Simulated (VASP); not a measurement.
# GaP (R-3m) in VASP: notebook

Runs on GaP. Level: PBE. Tasks: single point.

Program: VASP 6.6.1. These are calculated values, not measurements. Logs are shortened: lines on timing, memory, paths and dates and some standing lists are left out, and cuts for length are marked.

### 1 The structure

It takes space group R-3m (No. 166, trigonal). Conventional cell: a = 3.886 Å, b = 3.886 Å, c = 19.292 Å, α = 90.00°, β = 90.00°, γ = 120.00°. Ga (site symmetry 3m) is surrounded by 3 P at 2.40 Å and 1 Ga at 2.49 Å. P (site symmetry 3m) has 1 P at 2.21 Å and 3 Ga at 2.40 Å as nearest neighbours.

Measurements of this composition are mostly on another form, of space group No. 216.

### 2 Single point, PBE

File INCAR:

```
SYSTEM = GaP
ADDGRID = .FALSE. ; ALGO = Normal
EDIFF = 1E-6 ; ENCUT = 450
GGA = PE ; ISIF = 2
ISMEAR = 0 ; LASPH = .TRUE.
LCHARG = .FALSE. ; LREAL = .FALSE.
LWAVE = .FALSE. ; NELM = 100
PREC = Accurate ; SIGMA = 0.05
```

File KPOINTS:

```
k-points
0
G
  4 4 4
  0 0 0
```

File POSCAR:

```
GaP
1.0
    1.9430151755      1.1218003346      6.4308101003
   -1.9430151755      1.1218003346      6.4308101003
    0.0000000000     -2.2436006692      6.4308101003
Ga P
2 2
Direct
    0.5646280000      0.5646280000      0.5646280000
    0.4353720000      0.4353720000      0.4353720000
    0.9426110000      0.9426110000      0.9426110000
    0.0573890000      0.0573890000      0.0573890000
```

Potentials or basis: VASP PAW PBE potentials, release 64 (Ga_d, P).

Command:

```bash
cat potpaw_PBE.64/Ga_d/POTCAR potpaw_PBE.64/P/POTCAR > POTCAR
mpirun -np 1 vasp_std > vasp.out
```

OUTCAR:

```text
SYSTEM = GaP
   EDIFF = 1E-6
   ENCUT = 450
   GGA = PE
   ISIF = 2
   ISMEAR = 0
   LASPH = .TRUE.
   LREAL = .FALSE.
   NELM = 100
   PREC = Accurate

 Found     13 irreducible k-points:

 Following reciprocal coordinates:
            Coordinates               Weight
  0.000000  0.000000  0.000000      1.000000
  0.250000  0.000000  0.000000      6.000000
  0.500000  0.000000  0.000000      3.000000
  0.250000  0.250000  0.000000      6.000000
  0.500000  0.250000 -0.000000     12.000000
 -0.250000  0.250000  0.000000      6.000000
   k-points           NKPTS =     13   k-points in BZ     NKDIM =     13   number of bands    NBANDS=     22
   number of dos      NEDOS =    301   number of ions     NIONS =      4
   total plane-waves  NPLWV = 110592
   dimension x,y,z NGX =    48 NGY =   48 NGZ =   48
   dimension x,y,z NGXF=    96 NGYF=   96 NGZF=   96
   ions per type =               2   2
   NGX,Y,Z   is equivalent  to a cutoff of  11.72, 11.72, 11.72 a.u.
   NGXF,Y,Z  is equivalent  to a cutoff of  23.43, 23.43, 23.43 a.u.
 SYSTEM =  GaP
   PREC   = accura    normal or accurate (medium, high low for compatibility)
   ISTART =      0    job   : 0-new  1-cont  2-samecut
   ICHARG =      2    charge: 1-file 2-atom 10-const
   ISPIN  =      1    spin polarized calculation?
   LNONCOLLINEAR =      F non collinear calculations
   LSORBIT =      F    spin-orbit coupling
   LASPH  =      T    aspherical Exc in radial PAW
   ENCUT  =  450.0 eV  33.07 Ry    5.75 a.u.  11.78 11.78 11.78*2*pi/ulx,y,z
   NELM   =    100;   NELMIN=  2; NELMDL= -5     # of ELM steps
   EDIFF  = 0.1E-05   stopping-criterion for ELM
[... 18 lines left out ...]
     AMIX     =   0.40;   BMIX     =  1.00
     AMIX_MAG =   1.60;   BMIX_MAG =  1.00
  volume/ion in A,a.u.               =      21.03       141.89
  Fermi-wavevector in a.u.,A,eV,Ry     =   1.233785  2.331515 20.711129  1.522225
  Thomas-Fermi vector in A             =   2.368501
   LORBIT       =      0    0 simple, 1 ext, 2 COOP (PROOUT), +10 PAW based schemes
   GGA     = PE    functional components
[... 5 lines left out ...]
 non-spin polarized calculation
 Gauss-broadening in eV      SIGMA  =   0.05
  energy-cutoff  :      450.00
  volume of cell :       84.10
 maximum number of plane-waves:      1846
   NGX = 23   NGY = 23   NGZ = 23

 number of electron      35.9999993 magnetization

 Free energy of the ion-electron system (eV)
  ---------------------------------------------------
  ext. energy  EPLUGINS =         0.00000000
  ---------------------------------------------------
  free energy    TOTEN  =       -17.59725344 eV

  energy without entropy =      -17.59725344  energy(sigma->0) =      -17.59725344

 E-fermi :   4.8920     XC(G=0):  -9.6543

 val. band max:        4.6412234844   @ k =   0.0000   0.0000   0.0000
 cond. band min:       5.4686157650   @ k =   0.5000   0.5000   0.0000
 fundamental gap:      0.8273922806
 Fermi energy:         4.8920459494

 k-point     1 :       0.0000    0.0000    0.0000
  band No.  band energies     occupation
      1     -10.1451      2.00000
      2     -10.0177      2.00000
      3     -10.0177      2.00000
      4     -10.0021      2.00000
      5     -10.0021      2.00000
      6      -9.9519      2.00000
[... 14 lines left out ...]
     21       7.3776      0.00000
     22       8.2969      0.00000

 k-point     2 :       0.2500    0.0000    0.0000
  band No.  band energies     occupation
      1     -10.1350      2.00000
      2     -10.0735      2.00000
      3     -10.0288      2.00000
      4     -10.0133      2.00000
      5      -9.9803      2.00000
      6      -9.9618      2.00000
[... 14 lines left out ...]
     21       7.5945      0.00000
     22       9.5654      0.00000

 k-point     3 :       0.5000    0.0000    0.0000
  band No.  band energies     occupation
      1     -10.1279      2.00000
      2     -10.1186      2.00000
      3     -10.0470      2.00000
      4     -10.0113      2.00000
      5      -9.9724      2.00000
      6      -9.9586      2.00000
[... 14 lines left out ...]
     21       8.2681      0.00000
     22       9.1246      0.00000

 k-point     4 :       0.2500    0.2500    0.0000
  band No.  band energies     occupation
      1     -10.1347      2.00000
      2     -10.0625      2.00000
      3     -10.0370      2.00000
      4     -10.0159      2.00000
      5      -9.9797      2.00000
      6      -9.9617      2.00000
[... 14 lines left out ...]
     21       8.2833      0.00000
     22       8.8522      0.00000

 k-point     5 :       0.5000    0.2500   -0.0000
  band No.  band energies     occupation
      1     -10.1221      2.00000
      2     -10.1013      2.00000
      3     -10.0560      2.00000
      4     -10.0079      2.00000
      5      -9.9871      2.00000
      6      -9.9481      2.00000
[... 14 lines left out ...]
     21       8.3912      0.00000
     22       9.3849      0.00000

 k-point     6 :      -0.2500    0.2500    0.0000
  band No.  band energies     occupation
      1     -10.1270      2.00000
      2     -10.1011      2.00000
      3     -10.0533      2.00000
      4     -10.0077      2.00000
      5      -9.9866      2.00000
      6      -9.9480      2.00000
[... 14 lines left out ...]
     21       9.0709      0.00000
     22       9.6136      0.00000

 [... further k-points ...]

------------------------ aborting loop because EDIFF is reached ----------------------------------------

  FORCE on cell =-STRESS in cart. coord.  units (eV):
  Direction    XX          YY          ZZ          XY          YZ          ZX
  --------------------------------------------------------------------------------------
  -------------------------------------------------------------------------------------
  Total        0.2127519      0.2127519     -0.2204581     -0.0000000      0.0000000      0.0000000
  in kB        4.0529887      4.0529887     -4.1997935     -0.0000000      0.0000000      0.0000000
  external PRESSURE =       1.3020613 kB  Pullay stress =       0.0000000 kB

 VOLUME and BASIS-vectors are now :
 -----------------------------------------------------------------------------
  energy-cutoff  :      450.00
  volume of cell :       84.10
      direct lattice vectors                 reciprocal lattice vectors
     1.943015176  1.121800335  6.430810100     0.257332010  0.148570705  0.051833801
    -1.943015176  1.121800335  6.430810100    -0.257332010  0.148570705  0.051833801
     0.000000000 -2.243600669  6.430810100     0.000000000 -0.297141410  0.051833801

 POSITION                                       TOTAL-FORCE (eV/Angst)
 -----------------------------------------------------------------------------------
      0.00000      0.00000     10.89305         0.000000      0.000000     -0.045211
      0.00000      0.00000      8.39938         0.000000      0.000000      0.045211
      0.00000      0.00000     18.18526         0.000000     -0.000000     -0.005594
      0.00000      0.00000      1.10717         0.000000     -0.000000      0.005594
 -----------------------------------------------------------------------------------
    total drift:                               -0.000000      0.000000      0.000000

  FREE ENERGIE OF THE ION-ELECTRON SYSTEM (eV)
  ---------------------------------------------------
  free  energy   TOTEN  =       -17.5972534419 eV

  energy  without entropy=      -17.5972534419  energy(sigma->0) =      -17.59725344
```

Wall time 36 s (1 thread of Intel Xeon Platinum 8488C (Sapphire Rapids), shared host); peak memory 0.31 GiB.

The run converged, but some of its settings lie outside the range that counts as converged, so its numbers aren't taken as properties of the crystal.

Results:

```
Free energy            : -17.5973 eV
Pressure               : 0.1 GPa
Largest force          : 0.045 eV/Å
Band gap on the k mesh : 0.83 eV, indirect (least direct gap 1.12 eV)
```

Caveat: the k mesh is coarse (spacing up to 0.47 Å⁻¹), so the values aren't converged.

### 3 Single point, PBE

Edit INCAR of step 2 so:

```diff
@@ -7,2 +7,2 @@
 LWAVE = .FALSE. ; NELM = 100
-PREC = Accurate ; SIGMA = 0.05
+PREC = Accurate ; SIGMA = 0.5
```

KPOINTS is that of step 2.

POSCAR is that of step 2.

Potentials or basis: VASP PAW PBE potentials, release 64 (Ga_d, P).

Command:

```bash
cat potpaw_PBE.64/Ga_d/POTCAR potpaw_PBE.64/P/POTCAR > POTCAR
mpirun -np 1 vasp_std > vasp.out
```

OUTCAR:

```text
SYSTEM = GaP
   EDIFF = 1E-6
   ENCUT = 450
   GGA = PE
   ISIF = 2
   ISMEAR = 0
   LASPH = .TRUE.
   LREAL = .FALSE.
   NELM = 100
   PREC = Accurate

 Found     13 irreducible k-points:

 Following reciprocal coordinates:
            Coordinates               Weight
  0.000000  0.000000  0.000000      1.000000
  0.250000  0.000000  0.000000      6.000000
  0.500000  0.000000  0.000000      3.000000
  0.250000  0.250000  0.000000      6.000000
  0.500000  0.250000 -0.000000     12.000000
 -0.250000  0.250000  0.000000      6.000000
   k-points           NKPTS =     13   k-points in BZ     NKDIM =     13   number of bands    NBANDS=     22
   number of dos      NEDOS =    301   number of ions     NIONS =      4
   total plane-waves  NPLWV = 110592
   dimension x,y,z NGX =    48 NGY =   48 NGZ =   48
   dimension x,y,z NGXF=    96 NGYF=   96 NGZF=   96
   ions per type =               2   2
   NGX,Y,Z   is equivalent  to a cutoff of  11.72, 11.72, 11.72 a.u.
   NGXF,Y,Z  is equivalent  to a cutoff of  23.43, 23.43, 23.43 a.u.
 SYSTEM =  GaP
   PREC   = accura    normal or accurate (medium, high low for compatibility)
   ISTART =      0    job   : 0-new  1-cont  2-samecut
   ICHARG =      2    charge: 1-file 2-atom 10-const
   ISPIN  =      1    spin polarized calculation?
   LNONCOLLINEAR =      F non collinear calculations
   LSORBIT =      F    spin-orbit coupling
   LASPH  =      T    aspherical Exc in radial PAW
   ENCUT  =  450.0 eV  33.07 Ry    5.75 a.u.  11.78 11.78 11.78*2*pi/ulx,y,z
   NELM   =    100;   NELMIN=  2; NELMDL= -5     # of ELM steps
   EDIFF  = 0.1E-05   stopping-criterion for ELM
[... 12 lines left out ...]
   EMIN   =  10.00;   EMAX   =-10.00  energy-range for DOS
   EFERMI =   0.00;   METHOD = LEGACY
   ISMEAR =     0;   SIGMA  =   0.50  broadening in eV -4-tet -1-fermi 0-gaus
   EFERMI_NEDOS =   21; number of points for ismear=-14 and -15
   IALGO  =     38    algorithm
   IMIX   =      4    mixing-type and parameters
     AMIX     =   0.40;   BMIX     =  1.00
     AMIX_MAG =   1.60;   BMIX_MAG =  1.00
  volume/ion in A,a.u.               =      21.03       141.89
  Fermi-wavevector in a.u.,A,eV,Ry     =   1.233785  2.331515 20.711129  1.522225
  Thomas-Fermi vector in A             =   2.368501
   LORBIT       =      0    0 simple, 1 ext, 2 COOP (PROOUT), +10 PAW based schemes
   GGA     = PE    functional components
   LHFCALC =     F    Hartree Fock is set to
   AEXX    =    0.0000 exact exchange contribution
   IVDW    =     0    specifies the selected vdW correction
   LEPSILON=     F    determine dielectric tensor
   LRPA    =     F    only Hartree local field effects (RPA)
 non-spin polarized calculation
 Gauss-broadening in eV      SIGMA  =   0.50
  energy-cutoff  :      450.00
  volume of cell :       84.10
 maximum number of plane-waves:      1846
   NGX = 23   NGY = 23   NGZ = 23

 number of electron      35.9999993 magnetization

 Free energy of the ion-electron system (eV)
  ---------------------------------------------------
  ext. energy  EPLUGINS =         0.00000000
  ---------------------------------------------------
  free energy    TOTEN  =       -17.60275141 eV

  energy without entropy =      -17.57904625  energy(sigma->0) =      -17.59089883

 E-fermi :   5.0663     XC(G=0):  -9.6574

 val. band max:        4.6346399602   @ k =   0.0000   0.0000   0.0000
 cond. band min:       5.4664953897   @ k =   0.5000   0.5000   0.0000
 fundamental gap:      0.8318554295
 Fermi energy:         5.0662831793

 k-point     1 :       0.0000    0.0000    0.0000
  band No.  band energies     occupation
      1     -10.1480      2.00000
      2     -10.0210      2.00000
      3     -10.0210      2.00000
      4     -10.0059      2.00000
      5     -10.0059      2.00000
      6      -9.9554      2.00000
[... 14 lines left out ...]
     21       7.3734      0.00000
     22       8.2952      0.00000

 k-point     2 :       0.2500    0.0000    0.0000
  band No.  band energies     occupation
      1     -10.1380      2.00000
      2     -10.0769      2.00000
      3     -10.0326      2.00000
      4     -10.0165      2.00000
      5      -9.9841      2.00000
      6      -9.9653      2.00000
[... 14 lines left out ...]
     21       7.5911      0.00000
     22       9.5617      0.00000

 k-point     3 :       0.5000    0.0000    0.0000
  band No.  band energies     occupation
      1     -10.1315      2.00000
      2     -10.1215      2.00000
      3     -10.0507      2.00000
      4     -10.0145      2.00000
      5      -9.9758      2.00000
      6      -9.9624      2.00000
[... 14 lines left out ...]
     21       8.2647      0.00000
     22       9.1221      0.00000

 k-point     4 :       0.2500    0.2500    0.0000
  band No.  band energies     occupation
      1     -10.1377      2.00000
      2     -10.0659      2.00000
      3     -10.0407      2.00000
      4     -10.0192      2.00000
      5      -9.9835      2.00000
      6      -9.9652      2.00000
[... 14 lines left out ...]
     21       8.2792      0.00000
     22       8.8510      0.00000

 k-point     5 :       0.5000    0.2500   -0.0000
  band No.  band energies     occupation
      1     -10.1254      2.00000
      2     -10.1046      2.00000
      3     -10.0596      2.00000
      4     -10.0112      2.00000
      5      -9.9906      2.00000
      6      -9.9517      2.00000
[... 14 lines left out ...]
     21       8.3891      0.00000
     22       9.3800      0.00000

 k-point     6 :      -0.2500    0.2500    0.0000
  band No.  band energies     occupation
      1     -10.1303      2.00000
      2     -10.1042      2.00000
      3     -10.0570      2.00000
      4     -10.0110      2.00000
      5      -9.9901      2.00000
      6      -9.9517      2.00000
[... 14 lines left out ...]
     21       9.0679      0.00000
     22       9.6086      0.00000

 [... further k-points ...]

------------------------ aborting loop because EDIFF is reached ----------------------------------------

  FORCE on cell =-STRESS in cart. coord.  units (eV):
  Direction    XX          YY          ZZ          XY          YZ          ZX
  --------------------------------------------------------------------------------------
  -------------------------------------------------------------------------------------
  Total        0.2089076      0.2089076     -0.1708798      0.0000000      0.0000000      0.0000000
  in kB        3.9797534      3.9797534     -3.2553115      0.0000000      0.0000000      0.0000000
  external PRESSURE =       1.5680651 kB  Pullay stress =       0.0000000 kB

 VOLUME and BASIS-vectors are now :
 -----------------------------------------------------------------------------
  energy-cutoff  :      450.00
  volume of cell :       84.10
      direct lattice vectors                 reciprocal lattice vectors
     1.943015176  1.121800335  6.430810100     0.257332010  0.148570705  0.051833801
    -1.943015176  1.121800335  6.430810100    -0.257332010  0.148570705  0.051833801
     0.000000000 -2.243600669  6.430810100     0.000000000 -0.297141410  0.051833801

 POSITION                                       TOTAL-FORCE (eV/Angst)
 -----------------------------------------------------------------------------------
      0.00000      0.00000     10.89305         0.000000     -0.000000     -0.072084
      0.00000      0.00000      8.39938         0.000000      0.000000      0.072084
      0.00000      0.00000     18.18526         0.000000      0.000000      0.000986
      0.00000      0.00000      1.10717         0.000000      0.000000     -0.000986
 -----------------------------------------------------------------------------------
    total drift:                               -0.000000      0.000000      0.000000

  FREE ENERGIE OF THE ION-ELECTRON SYSTEM (eV)
  ---------------------------------------------------
  free  energy   TOTEN  =       -17.6027514102 eV

  energy  without entropy=      -17.5790462487  energy(sigma->0) =      -17.59089883
```

stdout:

```text
POSCAR found type information on POSCAR GaP
 POSCAR found :  2 types and       4 ions
 scaLAPACK will be used
 LDA part: xc-table for (Slater+PW92), standard interpolation
 POSCAR, INCAR and KPOINTS ok, starting setup
 FFT: planning ... GRIDC
 FFT: planning ... GRID_SOFT
 FFT: planning ... GRID
 WAVECAR not read
 entering main loop
```

Run time: 38 s. Hardware: 1 thread of Intel Xeon Platinum 8488C (Sapphire Rapids), shared host; peak memory 0.31 GiB.

The run converged, but some of its settings lie outside the range that counts as converged, so its numbers aren't taken as properties of the crystal.

Results:

| Quantity | Value |
| --- | --- |
| Free energy | -17.6028 eV |
| Pressure | 0.2 GPa |
| Largest force | 0.072 eV/Å |
| Band gap on the k mesh | 0.83 eV, indirect (least direct gap 1.13 eV) |

Caveat: the k mesh is coarse (spacing up to 0.47 Å⁻¹), so the values aren't converged.

### 4 The reference run

An earlier run on the cell as given: functional PBE; potentials or basis VASP PAW PBE potentials, release 64 (Ga_d, P); cutoff 520 eV; k mesh 8 × 8 × 8; occupations fermi-dirac, width 0.05 eV; no spin polarisation.

- Pressure: 0.0 GPa
- Largest force: 0.054 eV/Å
- Band gap on the k mesh: 0.84 eV, indirect (least direct gap 1.13 eV)
